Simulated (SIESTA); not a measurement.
The system is Sb.

```
Sb
1.0
     3.16000    0.00000    0.00000
     0.00000    3.16000    0.00000
     0.00000    0.00000    3.16000
Sb
1
Direct
  0.00000 0.00000 0.00000
```

This isn't the form of Sb at room conditions, which is rhombohedral.

```yaml
Program: SIESTA 5.4.2
Task: relaxation of cell and atoms
Functional: LDA
Potentials_or_basis: PseudoDojo 0.4 standard (LDA files)
Basis: DZP (energy shift 0.003 Ry; two zetas on semicore shells)
Grid_cutoff: 500 Ry
Energy_shift: 0.003 Ry
k_mesh: 8 × 8 × 8
Occupations: fermi-dirac, width 0.05 eV
Spin: no spin polarisation
```

At the start: pressure -5.0 GPa; volume 31.55 Å³/atom.

Problem. How do energy, volume and symmetry change on relaxing?

Solution. Over 4 steps the energy falls by 46.3 meV/atom and the volume is 28.79 Å³/atom (-8.8 %); space group Pm-3m (No. 221, to 0.05 Å).

Step by step:
```csv
step,energy change (eV),largest force (eV/Å),pressure (GPa),volume (Å³)
1,0.0000,0.0000,-4.98,31.55
2,-0.0324,0.0000,-2.91,30.25
3,-0.0462,0.0000,0.25,28.67
4,-0.0463,0.0000,-0.01,28.79
```

Final structure:
```yaml
crystal:
  lattice:
    - [3.06492, 0.00000, 0.00000]
    - [0.00000, 3.06492, 0.00000]
    - [0.00000, 0.00000, 3.06492]
  atoms:
    - { symbol: Sb, position: [0.00000, 0.00000, 0.00000] }
```

Caveat: the basis of atomic orbitals isn't converged, which shifts pressures, moduli and gaps.
